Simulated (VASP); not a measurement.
Runs of VASP 6.6.1 on Bi2Te3 (Tellurobismuthite). The structure is trigonal, space group R-3m (No. 166). Conventional cell: a = 4.386 Å, b = 4.386 Å, c = 30.497 Å, α = 90.00°, β = 90.00°, γ = 120.00°. Around Bi (site symmetry 3m) lie 6 Te at 3.07 to 3.25 Å. Around Te (site symmetry 3m) lie 3 Bi at 3.07 Å. Te (site symmetry -3m) is surrounded by 6 Bi at 3.25 Å. 

```csv
task,level,potentials or basis,cell,k mesh,cutoff (eV),smearing,ladder,gap on the mesh (eV),pressure (GPa),largest force (eV/Å)
single point,PBEsol,"VASP PAW PBE potentials, release 64 (Bi_d, Te)",as given,7 × 7 × 7,520,fermi-dirac 0.05 eV,free,0.23,-0.6,0.10
band structure,PBEsol,"VASP PAW PBE potentials, release 64 (Bi_d, Te)",as given,8 × 8 × 8,520,gaussian 0.02 eV,gaps,0.23,-0.6,0.10
band structure,TB-mBJ,"VASP PAW PBE potentials, release 64 (Bi_d, Te)",as given,8 × 8 × 8,520,gaussian 0.02 eV,gaps,0.66,-,-
single point,PBE,"VASP PAW PBE potentials, release 64 (Bi_d, Te)",as given,7 × 7 × 7,520,fermi-dirac 0.05 eV,-,0.28,1.9,0.03
band structure,LDA,"VASP PAW LDA potentials, release 64 (Bi_d, Te)",as given,8 × 8 × 8,520,gaussian 0.02 eV,gaps,(c),(a),0.16
band structure,r2SCAN,"VASP PAW PBE potentials, release 64 (Bi_d, Te)",as given,8 × 8 × 8,520,gaussian 0.02 eV,gaps,0.51,1.3,(b)
relaxation of cell and atoms,PBE+D3(BJ),"VASP PAW PBE potentials, release 64 (Bi_d, Te)",relaxed,6 × 6 × 6,600,gaussian 0.02 eV,gaps,0.26,0.0,0.01
band structure,PBE,"VASP PAW PBE potentials, release 64 (Bi, Te)",as given,7 × 7 × 7,500,fermi-dirac 0.05 eV,-,0.28,-,-
band structure,PBE,"VASP PAW PBE potentials, release 64 (Bi_d, Te)",as given,7 × 7 × 7,520,fermi-dirac 0.05 eV,-,0.28,-,-
single point,PBE,"VASP PAW PBE potentials, release 64 (Bi_d, Te)",as given,7 × 7 × 7,520,gaussian 0.011 eV,-,0.28,1.9,0.03
single point,PBE,"VASP PAW PBE potentials, release 64 (Bi_d, Te)",as given,7 × 7 × 7,520,gaussian 0.015 eV,-,0.28,1.9,0.03
```

Alike in all rows: no spin polarisation.

**Question.** Fill in the values left out.

**Answer.** (a) -1.7; (b) 0.27; (c) 0.19.

Caveats: spin-orbit coupling is left out, which as a rule narrows the gap of such compounds by several tenths of an eV; the PAW data sets were made with another functional, which shifts forces and pressure a little (some runs); an odd mesh through Γ misses points on the zone boundary, where band edges often lie (some runs).

A k mesh can miss the band edges, and the runs leave out spin-orbit coupling on Bi, Te.

Not every run made on this cell is shown here.
